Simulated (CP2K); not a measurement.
Sn:

```
CELL_PARAMETERS angstrom
3.31562 0.00000 0.00000
-1.65191 2.87481 0.00000
-0.83186 -1.43741 2.86971
ATOMIC_POSITIONS crystal
Sn 0.00000 0.00000 0.00000
```

This isn't the form of Sn at room conditions, which is tetragonal (white tin).

```yaml
Program: CP2K 2026.2
Task: relaxation of cell and atoms
Functional: LDA
Potentials_or_basis: GTH_POTENTIALS Sn GTH-PADE-q4; TZVP-MOLOPT-PBE-GTH basis
Density_cutoff: 6123 eV
k_mesh: 8 × 8 × 8
Occupations: fermi-dirac, width 0.01 eV
Spin: no spin polarisation
```

At the start: pressure -3.1 GPa; volume 27.35 Å³/atom.

How do energy, volume and symmetry change on relaxing?

Over 12 steps the energy falls by 19.9 meV/atom and the volume is 25.63 Å³/atom (-6.3 %); space group C2/m (No. 12, to 0.05 Å).

The path:
| step | energy change (eV) | largest force (eV/Å) | volume (Å³) |
| --- | --- | --- | --- |
| 1 | 0.0000 | 0.0000 | 27.35 |
| 2 | -0.0011 | 0.0000 | 27.30 |
| 3 | -0.0190 | 0.0000 | 25.33 |
| 4 | -0.0195 | 0.0000 | 25.64 |
| 5 | -0.0196 | 0.0000 | 25.56 |
| 6 | -0.0196 | 0.0000 | 25.56 |
| 7 | -0.0197 | 0.0000 | 25.53 |
| 8 | -0.0198 | 0.0000 | 25.54 |
| 9 | -0.0199 | 0.0000 | 25.58 |
| 10 | -0.0199 | 0.0000 | 25.62 |
| 11 | -0.0199 | 0.0000 | 25.63 |
| 12 | -0.0199 | 0.0000 | 25.63 |

Final structure:
```
CELL_PARAMETERS angstrom
3.25305 0.00000 0.00000
-1.67597 2.78864 0.00000
-0.83199 -1.43755 2.82511
ATOMIC_POSITIONS crystal
Sn 0.00000 0.00000 0.00000
```

Caveat: the basis of atomic orbitals isn't converged, which shifts pressures, moduli and gaps.
